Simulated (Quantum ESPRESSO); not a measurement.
# HfN: phonon spectrum and thermodynamics under several settings

```
Hf N
1.0
     0.00000    2.25600    2.25600
     2.25600    0.00000    2.25600
     2.25600    2.25600    0.00000
Hf N
1 1
Direct
  0.00000 0.00000 0.00000
  0.50000 0.50000 0.50000
```

All runs used Quantum ESPRESSO 7.5; k mesh 10 × 10 × 10; relaxed cell; no spin polarisation; cutoff 612 eV; occupations cold, width 0.2 eV; q mesh 2 × 2 × 2.

```tsv
level	potentials	volume (Å³/atom)	pressure (GPa)	highest frequency (cm⁻¹)	zero-point energy (meV/atom)	entropy at room temperature (k_B/atom)
LDA	GBRV 1.5 LDA	?	-0.1	?	?	?
PBE	GBRV 1.5 PBE	11.71	0.0	511	57.1	2.83
PBEsol	GBRV 1.5 PBEsol	11.37	0.0	534	60.0	2.71
```

Question: What stands in the row left open?

Answer: Volume 11.13 Å³/atom; highest frequency 548 cm⁻¹; zero-point energy 61.7 meV/atom; entropy at room temperature 2.64 k_B/atom.

For the row left open. Caveat: the q mesh is small, so phonon branches between its points and thermal values are rough.
